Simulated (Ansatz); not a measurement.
# How much does In in W(100), 2x2 scatter?

Wanted: the reflection from a plane of defects, In in W(100), 2x2, and the resistivity it implies.

Program: Ansatz 0.2.0. Level of theory: Ansatz plane-wave DFT, PBE, PAW files; ballistic transport by layer matching (Landauer), zero bias; PAW set soft_1. Results are calculated unless marked as measured.

## (1) The structure

The cell holds 72 atoms: 71 W and 1 In. Its edges and angles: a = 6.330 Å, b = 6.330 Å, c = 28.483 Å, α = 90.0°, β = 90.0°, γ = 90.0°. It derives from W. Regions: lead, 40 atoms (40 W); scattering region, 32 atoms (31 W and 1 In). The structure is stacked along c, and the current runs across the ab planes.

## (2) Transmission at ideal sites

The defect sits in one plane of the supercell, all atoms on ideal sites; the layers about the cell's end are the lead. The mesh across the current, 8×8, is finer than the density's, because channels open and close sharply across the zone. Energies from -0.1 to 0.1 eV in steps of 0.05 eV are too few for the program's thermal sum, so it prints no conductance; for a metal the transmission near the Fermi level serves, at a fraction of the cost.

input.yaml

```yaml
crystal:
  lattice:
    - [6.3296, 0.0, 0.0]
    - [0.0, 6.3296, 0.0]
    - [0.0, 0.0, 28.4832]
  atoms:
    - { symbol: W, position: [0.0, 0.0, 0.0277777778] }
    - { symbol: W, position: [0.0, 0.5, 0.0277777778] }
    - { symbol: W, position: [0.5, 0.0, 0.0277777778] }
    - { symbol: W, position: [0.5, 0.5, 0.0277777778] }
    - { symbol: W, position: [0.25, 0.25, 0.0833333333] }
    - { symbol: W, position: [0.25, 0.75, 0.0833333333] }
    - { symbol: W, position: [0.75, 0.25, 0.0833333333] }
    - { symbol: W, position: [0.75, 0.75, 0.0833333333] }
    - { symbol: W, position: [0.0, 0.0, 0.1388888889] }
    - { symbol: W, position: [0.0, 0.5, 0.1388888889] }
    - { symbol: W, position: [0.5, 0.0, 0.1388888889] }
    - { symbol: W, position: [0.5, 0.5, 0.1388888889] }
    - { symbol: W, position: [0.25, 0.25, 0.1944444444] }
    - { symbol: W, position: [0.25, 0.75, 0.1944444444] }
    - { symbol: W, position: [0.75, 0.25, 0.1944444444] }
    - { symbol: W, position: [0.75, 0.75, 0.1944444444] }
    - { symbol: W, position: [0.0, 0.0, 0.25] }
    - { symbol: W, position: [0.0, 0.5, 0.25] }
    - { symbol: W, position: [0.5, 0.0, 0.25] }
    - { symbol: W, position: [0.5, 0.5, 0.25] }
    - { symbol: W, position: [0.25, 0.25, 0.3055555556] }
    - { symbol: W, position: [0.25, 0.75, 0.3055555556] }
    - { symbol: W, position: [0.75, 0.25, 0.3055555556] }
    - { symbol: W, position: [0.75, 0.75, 0.3055555556] }
    - { symbol: W, position: [0.0, 0.0, 0.3611111111] }
    - { symbol: W, position: [0.0, 0.5, 0.3611111111] }
    - { symbol: W, position: [0.5, 0.0, 0.3611111111] }
    - { symbol: W, position: [0.5, 0.5, 0.3611111111] }
    - { symbol: W, position: [0.25, 0.25, 0.4166666667] }
    - { symbol: W, position: [0.25, 0.75, 0.4166666667] }
    - { symbol: W, position: [0.75, 0.25, 0.4166666667] }
    - { symbol: W, position: [0.75, 0.75, 0.4166666667] }
    - { symbol: W, position: [0.0, 0.0, 0.4722222222] }
    - { symbol: W, position: [0.0, 0.5, 0.4722222222] }
    - { symbol: W, position: [0.5, 0.0, 0.4722222222] }
    - { symbol: W, position: [0.5, 0.5, 0.4722222222] }
    - { symbol: In, position: [0.25, 0.25, 0.5277777778] }
    - { symbol: W, position: [0.25, 0.75, 0.5277777778] }
    - { symbol: W, position: [0.75, 0.25, 0.5277777778] }
    - { symbol: W, position: [0.75, 0.75, 0.5277777778] }
    - { symbol: W, position: [0.0, 0.0, 0.5833333333] }
    - { symbol: W, position: [0.0, 0.5, 0.5833333333] }
    - { symbol: W, position: [0.5, 0.0, 0.5833333333] }
    - { symbol: W, position: [0.5, 0.5, 0.5833333333] }
    - { symbol: W, position: [0.25, 0.25, 0.6388888889] }
    - { symbol: W, position: [0.25, 0.75, 0.6388888889] }
    - { symbol: W, position: [0.75, 0.25, 0.6388888889] }
    - { symbol: W, position: [0.75, 0.75, 0.6388888889] }
    - { symbol: W, position: [0.0, 0.0, 0.6944444444] }
    - { symbol: W, position: [0.0, 0.5, 0.6944444444] }
    - { symbol: W, position: [0.5, 0.0, 0.6944444444] }
    - { symbol: W, position: [0.5, 0.5, 0.6944444444] }
    - { symbol: W, position: [0.25, 0.25, 0.75] }
    - { symbol: W, position: [0.25, 0.75, 0.75] }
    - { symbol: W, position: [0.75, 0.25, 0.75] }
    - { symbol: W, position: [0.75, 0.75, 0.75] }
    - { symbol: W, position: [0.0, 0.0, 0.8055555556] }
    - { symbol: W, position: [0.0, 0.5, 0.8055555556] }
    - { symbol: W, position: [0.5, 0.0, 0.8055555556] }
    - { symbol: W, position: [0.5, 0.5, 0.8055555556] }
    - { symbol: W, position: [0.25, 0.25, 0.8611111111] }
    - { symbol: W, position: [0.25, 0.75, 0.8611111111] }
    - { symbol: W, position: [0.75, 0.25, 0.8611111111] }
    - { symbol: W, position: [0.75, 0.75, 0.8611111111] }
    - { symbol: W, position: [0.0, 0.0, 0.9166666667] }
    - { symbol: W, position: [0.0, 0.5, 0.9166666667] }
    - { symbol: W, position: [0.5, 0.0, 0.9166666667] }
    - { symbol: W, position: [0.5, 0.5, 0.9166666667] }
    - { symbol: W, position: [0.25, 0.25, 0.9722222222] }
    - { symbol: W, position: [0.25, 0.75, 0.9722222222] }
    - { symbol: W, position: [0.75, 0.25, 0.9722222222] }
    - { symbol: W, position: [0.75, 0.75, 0.9722222222] }
kpoints:
  mp_grid: { grid: [4, 4, 1] }
hamiltonian:
  xc: pbe
  pseudopotentials: { kind: paw, azcp: { folder: soft_1 } }
scf:
  occupations: { method: fermi_dirac, width: 0.1 }
output:
  transmission: { leads: [[0, 4]], kmesh: [8, 8], e_range: [-0.1, 0.1], de: 0.05 }
  write_potential: true
  write_density: true
  volumetric_format: npy
  elf: true
```

Run with:

```
> ansatz run input.yaml --threads 4 --pin off --max-ram 15360MiB --backend cpu --events-out ev --progress --plain --runs-dir out
```

Numbers of over 12 decimals in the logs are rounded to 6 here.

Log:

```text
Engine: ansatz 0.2.0, aarch64-unknown-linux-gnu
Pseudopotentials: kind: paw
Pseudopotential: W, paw, valence charge 14, recommended cutoff 420 eV (normal), soft_1/W.paw.azcp
Pseudopotential: In, paw, valence charge 13, recommended cutoff 420 eV (normal), soft_1/In.paw.azcp
Functional definition: PBE
  parameter kappa = 0.804
  parameter beta = 0.066725
  exchange = pbe_x(kappa = kappa, mu = beta*pi^2/3)
  correlation = pbe_c(beta = beta)
Crystal: 72 atoms, lattice volume = 1141.146 Å³
Basis set: ecut = 420 eV, 22299 PW (Γ)
Bands: 605, of which v1, the nominal top of the filled ones, is band 504 counted from 1 (503 counted from 0)
Symmetry: 16 space group operations
Space group: P4/mmm (ITA 123), of the structure as read, at distance tolerance 1.0e-4 Å
k-points: 6 of 16
Non-local potential: W, projectors of the file, l = 0: 3, l = 1: 2, l = 2: 2, l = 3: 1
Non-local potential: In, projectors of the file, l = 0: 2, l = 1: 2, l = 2: 2, l = 3: 1
PAW form: soft (Blöchl's): semilocal exchange-correlation on the pseudo side does not see the compensation charge
PAW one-centre angular grid: W, 590 points (default); XC on 64 Gauss nodes
PAW one-centre angular grid: In, 590 points (default); XC on 64 Gauss nodes
Initial density: superposition of atomic densities (chi_scale 0.1, normalization cell, long waves 66 % of neutral atoms (reshape's long-wave potential 1.66 eV rms, cloud 3.04 Å wide))
Initial wavefunctions: pseudopotential atomic-orbital guess
Functional: x = pbe(κ = 0.804, μ = 0.219515), c = pbe(β = 0.066725)
SCF iter   1: F=—  HF=-743017.141922 eV  |F-HF|=—  |Δ(HF+E_count)|=         —  Δρ=6.61e-2  dr2=6.96e2  ethr=3.10e-3  ⟨swp⟩=5.0  Hψ=13366  notcnv=0
preconditioner: auto → Kerker (q_TF=auto, 2.672 Å⁻¹)  [metal: Δε(μ)=0.020 eV  Ē_g=5.691 eV  σ=0.100 eV  W_gap=0.05  n_scr=372 (ndim 8)  ℏωp=23.0 eV  f_vac=0.000  D(μ)=31.68/eV (n_scr^D=216)]
SCF iter   2: F=—  HF=-743004.416412 eV  |F-HF|=—  |Δ(HF+E_count)|=    1.27e1  Δρ=4.06e-2  dr2=3.66e2  ethr=3.10e-3  ⟨swp⟩=3.0  Hψ=5862  notcnv=0  defer=21
SCF iter   3: F=—  HF=-742996.225717 eV  |F-HF|=—  |Δ(HF+E_count)|=    8.19e0  Δρ=7.46e-3  dr2=9.58e0  ethr=3.10e-3  ⟨swp⟩=3.0  Hψ=9780  notcnv=0  defer=23
SCF iter   4: F=—  HF=-742995.896603 eV  |F-HF|=—  |Δ(HF+E_count)|=   3.29e-1  Δρ=1.61e-3  dr2=1.45e0  ethr=9.51e-4  ⟨swp⟩=2.2  Hψ=4125  notcnv=0  defer=19
SCF iter   5: F=—  HF=-742995.876971 eV  |F-HF|=—  |Δ(HF+E_count)|=   1.96e-2  Δρ=6.63e-4  dr2=6.66e-3  ethr=1.44e-4  ⟨swp⟩=1.0  Hψ=3611  notcnv=0  defer=19
SCF iter   6: F=—  HF=-742995.876284 eV  |F-HF|=—  |Δ(HF+E_count)|=   6.87e-4  Δρ=1.31e-4  dr2=3.06e-4  ethr=6.61e-7  ⟨swp⟩=2.0  Hψ=4938  notcnv=0  defer=19
SCF iter   7: F=—  HF=-742995.876242 eV  |F-HF|=—  |Δ(HF+E_count)|=   4.22e-5  Δρ=3.03e-5  dr2=7.11e-5  ethr=3.04e-8  ⟨swp⟩=2.0  Hψ=5093  notcnv=0  defer=19
SCF iter   8: F=—  HF=-742995.876713 eV  |F-HF|=—  |Δ(HF+E_count)|=   4.71e-4  Δρ=6.42e-6  dr2=7.54e-6  ethr=7.06e-9  ⟨swp⟩=2.0  Hψ=3683  notcnv=0  defer=19
SCF iter   9: F=—  HF=-742995.876713 eV  |F-HF|=—  |Δ(HF+E_count)|=   3.84e-7  Δρ=1.83e-6  dr2=7.36e-7  ethr=7.48e-10  ⟨swp⟩=1.0  Hψ=3611  notcnv=0  defer=19
SCF iter  10: F=-742995.876713 eV  HF=-742995.876713 eV  |F-HF|=1.34e-8  |Δ(HF+E_count)|=   3.33e-8  Δρ=3.69e-7  dr2=1.39e-8  ethr=9.93e-12  ⟨swp⟩=7.0  Hψ=8241  notcnv=0
SCF 1 converged in 10 iterations: F = -742995.876713 eV  dr2 = 1.39e-8
  greatest PAW one-centre occupation: 0.999 electrons in one spin orbital (limit 2), on the W atom at site 38 (counted from 0), in its partial waves of l = 0
transmission: 60 of 540 steps passed
transmission: 108 of 540 steps passed
[...]
transmission: 540 of 540 steps passed
SCF converged after 10 iterations
Free energy (F): -742995.876713 eV
Harris-Foulkes:  -742995.876713 eV  (|F-HF|=1.34e-8)
Internal energy: -742994.687530 eV  (E = F + TS)
E sigma→0 (E₀):  -742995.282121 eV
Entropy (-TS):   -1.189183 eV (-16.516 meV/atom)
Fermi energy:    22.343170 eV
--- Per-component energies (eV) ---
  E_band       = -5890.009687
  E_kinetic    = 30181.122125
  E_local      = -39143.113468  (includes V_loc(G=0)·N_el)
  E_nonlocal   = -1480.049771
  E_hartree    = 16449.426152
  E_xc         = -19159.599027
  E_vxc        = -16527.908104  (∫ρ·V_xc dr)
  E_paw        = -613239.940206  (= ΣΔE_a)
  E_vpaw       = -11818.921958  (= ΣTr[D̂ρ^β])
  E_aug_tail   = 0.010596  (compensation charges beyond the density's cutoff)
  E_ewald      = -116602.543931
  E_smearing   = -1.189183  (= −TS)
  E_closure    = -0.000000  (closes the sum)
  Σ components = -742995.876713   (vs F -742995.876713, Δ=0.00e0)
--- Band table (eV; the first three rows and the last of 6) ---
  k-point 0: bands = [... 500 lower, 22.2936, 22.2936, 22.3235, 22.3358, 22.3415, 22.3618, 22.4172, 22.4172, ... 97 higher]
  k-point 1: bands = [... 500 lower, 22.2291, 22.2798, 22.3086, 22.3274, 22.3491, 22.3594, 22.3870, 22.4084, ... 97 higher]
  k-point 2: bands = [... 500 lower, 22.2599, 22.4432, 22.4497, 22.4550, 22.5021, 22.5309, 22.5582, 22.5876, ... 97 higher]
  k-point 5: bands = [... 500 lower, 21.6491, 21.6938, 22.0048, 22.2754, 22.2754, 22.4796, 22.4796, 22.4853, ... 97 higher]
--- Transmission ---
  basis      : 349 plane waves across, 36 finite elements along
  points     : 15, standing for a mesh of 8 x 8
  energies   : 5 from -0.100000 to 0.100000 eV about the Fermi level, 0.050000 eV apart; the leads are filled to 0.000000 eV, and channels, transmission and decay are at 0.000000 eV
  crystal 0  : W4, at the sites [0, 4], period 1.5824 Å, over 26.90 Å; its Hamiltonian steps by up to 4.7 meV
    offset         : up to 0.0000 Å between an atom of the period and one for which it stands
    channels       : 5.281250e0 a spin
    conductance    : none, the energies end too early or step too widely for 300 K: set another output.transmission.e_range or a lower de, or, where they end at an eighth of basis.ecutwfc, a higher one
    slowest decay  : 0.0382 /Å at (0.5000, 0.5000)
  junction   : crystal 0 to crystal 0, 0.88 to 27.79 Å
    transmission   : 3.218215e0 a spin
    conductance    : none, the energies end too early or step too widely for 300 K: set another output.transmission.e_range or a lower de, or, where they end at an eighth of basis.ecutwfc, a higher one
```

Run time: 10 min. Hardware: 4 threads of Arm Neoverse V1, shared host; peak memory 11 GiB.

Reading the cycles: dr2 is the Hartree energy of the density residual (eV), the measure of convergence; HF is the Harris–Foulkes estimate of the energy, which meets the free energy F at convergence.

This run has no spin polarisation although its electron count is odd.

This step gave:

- free energy: -742995.8767 eV
- energy at zero smearing: -742995.2821 eV
- Fermi energy: 22.34 eV
- cell area: 40.06 Å²
- transmission per spin nearest the Fermi level: 3.218
- open channels per spin nearest the Fermi level: 5.281
- step of the lead's potential: 4.7 meV

Per spin. Table of transmission, zone mean by energy, zero at the Fermi level:

```csv
energy (eV),"transmission, zone mean"
-0.1000,3.03
-0.0500,3.07
0.0000,3.22
0.0500,3.37
0.1000,3.41
```

Per spin. Table of open channels, zone mean, lead by energy, zero at the Fermi level:

```csv
energy (eV),"open channels, zone mean, lead"
-0.1000,4.72
-0.0500,4.66
0.0000,5.28
0.0500,5.66
0.1000,5.53
```

Transmission over k1 and k2. At 0.0000 eV from the Fermi level.

Ten even steps from '_' (0.0) to '@' (10.9):
```
____..::--::..__
....__::==::__..
..::::##@@##::::
::--==@@@@@@==--
..::::##@@##::::
....__::==::__..
____..::--::..__
____....::....__
```
Columns: k1 (b1) from -0.5 to 0.375; rows upwards: k2 (b2) from -0.5 to 0.375.

Open channels over k1 and k2. At 0.0000 eV from the Fermi level.

Ten even steps from '0' (0.0) to '9' (14.0):
```
10223220
12155512
22599952
23599953
22599952
12155512
10223220
01122211
```
Columns: k1 (b1) from -0.5 to 0.375; rows upwards: k2 (b2) from -0.5 to 0.375.

Valence density in the ca plane at fractional y = 0.250, with atoms of W and In within 0.2 Å of it. It is the smooth field of the valence electrons, not physical close to the nuclei.

Values in units of 1e0 e/Å³, 9 rows by 16 columns, each cell a mean:
```
0.3 0.3 0.5 0.4 0.3 0.5 0.4 0.3 0.4 0.4 0.3 0.4 0.5 0.3 0.4 0.5
0.7 0.6 4.0 1.3 0.4 3.5 2.0 0.3 2.8 2.7 0.3 2.0 3.4 0.4 1.3 4.0
0.9 0.6 4.7 1.6 0.4 4.1 2.4 0.3 3.3 3.3 0.3 2.5 4.1 0.4 1.6 4.7
0.4 0.3 0.9 0.4 0.3 0.8 0.5 0.3 0.7 0.7 0.3 0.6 0.8 0.3 0.4 0.9
0.3 0.3 0.3 0.3 0.3 0.3 0.3 0.3 0.3 0.3 0.3 0.3 0.3 0.3 0.3 0.3
0.5 0.4 1.8 0.7 0.3 1.6 0.9 0.3 1.2 1.1 0.3 1.0 1.6 0.3 0.7 1.8
1.0 0.7 5.2 1.8 0.4 4.5 2.7 0.3 4.7 4.6 0.3 2.8 4.5 0.4 1.9 5.2
0.6 0.4 2.8 0.9 0.3 2.4 1.4 0.3 1.9 1.8 0.3 1.4 2.4 0.3 0.9 2.7
0.3 0.3 0.3 0.3 0.3 0.3 0.3 0.3 0.3 0.3 0.3 0.3 0.3 0.3 0.3 0.3
```
Columns run along c (16.0 Å, from fractional 0.22 to 0.78 of the cell), rows up along a (6.3 Å). Atoms in or near the plane, at fractional coordinates: W at (0.31, 0.25), W at (0.31, 0.75), W at (0.42, 0.25), W at (0.42, 0.75), In at (0.53, 0.25), W at (0.53, 0.75), W at (0.64, 0.25), W at (0.64, 0.75), W at (0.75, 0.25), W at (0.75, 0.75).

Electrostatic potential energy in the ca plane at fractional y = 0.250, with atoms of W and In within 0.2 Å of it. With pseudopotentials it is smooth inside the atoms' cores, unlike the true potential.

Values in eV, 9 rows by 16 columns, each cell a mean:
```
 21  22  13  20  22  14  18  23  16  16  23  18  14  22  20  13
 10  13 -20   3  18 -17  -5  21 -12 -11  21  -5 -16  19   2 -20
  7  11 -22   0  17 -20  -8  20 -15 -15  20  -8 -19  17  -1 -22
 20  21   5  17  22   8  14  23  10  10  23  14   8  22  17   6
 23  23  21  23  23  21  22  23  22  22  23  22  21  23  23  21
 17  19  -5  12  21  -3   7  22   5   5  22   7  -2  21  12  -5
  5  10 -23  -3  16 -21 -10  20 -11 -10  20 -11 -21  17  -3 -23
 14  16 -13   8  20 -10   2  22  -1   0  22   1 -10  20   8 -13
 22  22  19  22  23  19  21  23  21  21  23  21  19  23  22  19
```
Columns run along c (16.0 Å, from fractional 0.22 to 0.78 of the cell; values clipped at the 3rd and 97th percentile), rows up along a (6.3 Å). Atoms in or near the plane, at fractional coordinates: W at (0.31, 0.25), W at (0.31, 0.75), W at (0.42, 0.25), W at (0.42, 0.75), In at (0.53, 0.25), W at (0.53, 0.75), W at (0.64, 0.25), W at (0.64, 0.75), W at (0.75, 0.25), W at (0.75, 0.75).

ELF in the ca plane at fractional y = 0.250, with atoms of W and In within 0.2 Å of it. It is the smooth field of the valence electrons, not physical close to the nuclei.

Values, 9 rows by 16 columns, each cell a mean:
```
0.42 0.43 0.26 0.39 0.45 0.28 0.35 0.48 0.29 0.30 0.48 0.35 0.28 0.45 0.39 0.26
0.34 0.33 0.54 0.38 0.33 0.52 0.43 0.35 0.47 0.47 0.35 0.43 0.51 0.33 0.38 0.54
0.34 0.32 0.51 0.39 0.30 0.49 0.43 0.31 0.47 0.47 0.31 0.44 0.49 0.30 0.39 0.51
0.39 0.41 0.30 0.36 0.44 0.30 0.33 0.48 0.30 0.30 0.48 0.33 0.30 0.45 0.36 0.30
0.46 0.46 0.34 0.45 0.45 0.36 0.44 0.44 0.37 0.37 0.44 0.44 0.36 0.45 0.45 0.34
0.37 0.38 0.41 0.35 0.42 0.39 0.36 0.41 0.22 0.22 0.41 0.36 0.39 0.42 0.35 0.41
0.33 0.31 0.45 0.39 0.29 0.45 0.43 0.27 0.10 0.11 0.27 0.43 0.45 0.29 0.39 0.45
0.35 0.36 0.51 0.36 0.39 0.47 0.39 0.37 0.19 0.19 0.38 0.39 0.47 0.39 0.36 0.50
0.45 0.45 0.30 0.43 0.45 0.32 0.41 0.44 0.35 0.35 0.44 0.41 0.32 0.45 0.43 0.30
```
Columns run along c (16.0 Å, from fractional 0.22 to 0.78 of the cell), rows up along a (6.3 Å). Atoms in or near the plane, at fractional coordinates: W at (0.31, 0.25), W at (0.31, 0.75), W at (0.42, 0.25), W at (0.42, 0.75), In at (0.53, 0.25), W at (0.53, 0.75), W at (0.64, 0.25), W at (0.64, 0.75), W at (0.75, 0.25), W at (0.75, 0.75).

Over the solved energies the transmission per spin lies between 3.03 and 3.41, out of 5.17 channels of the lead on average (up to 5.66).

## (3) Resistance at ideal sites

This step: Ansatz plane-wave DFT, PBE, PAW files; ballistic transport by layer matching (Landauer), zero bias; area resistance of the defect plane and resistivity an atomic per cent; PAW set soft_1 (Ansatz 0.2.0).

Numbers from this step:

| Quantity | Value |
| --- | --- |
| area resistance | 0.6109 fΩ m² |
| T over the leads' mean channel count | 0.6195 |
| resistivity per at.% scaled from this dense plane, with the factor 3/4 for isotropic scattering | 11.58 µΩ cm |

Averaged over the energies near the Fermi level, 62.0 % of the channels pass, which makes 0.611 fΩ m².

By hand, with T and the leads' channels N averaged over the energies near the Fermi level: RA = A (h/2e²)(1/T − 1/N) = 40.06×10⁻²⁰ m² × 12 906 Ω × (1/3.220 − 1/5.198) = 0.611 fΩ m². Per atomic per cent: RA × A / V_atom × 0.01 × 3/4 = 11.6 µΩ cm, with the host's V_atom = 15.85 Å³.

## (4) What came out

- share of channels that pass, rigid: 0.620
- area resistance, rigid: 0.611 fΩ m²
- resistivity per at.% from the area resistance, times 3/4, rigid: 11.6 µΩ cm

In words: The plane of defects adds 0.61 fΩ m². Scaled to one atomic per cent that is 15 µΩ cm as it stands and 12 with the factor 3/4 for isotropic scattering on a spherical Fermi surface; with the reflection in place of the resistance taken as linear in the density it would be 7.2. These are rough estimates of the dilute value, not bounds. One In in each 2x2 cell reflects 38 % of the lead's channels. The defects form a dense periodic sheet that scatters coherently, unlike a dilute random alloy. T and N are means over the solved energies nearest the Fermi level. Spin-orbit coupling is left out, which matters for W.

[Logs are printed without paths, hosts, clocks, repeated set-up lines and the standing remarks that a program may print on its own settings, such as how far it seeks lower states.]

[Hosts, paths, dates, database ids (printed as entryN), source tags and the programs' standing remarks are cut or masked in the printed files.]
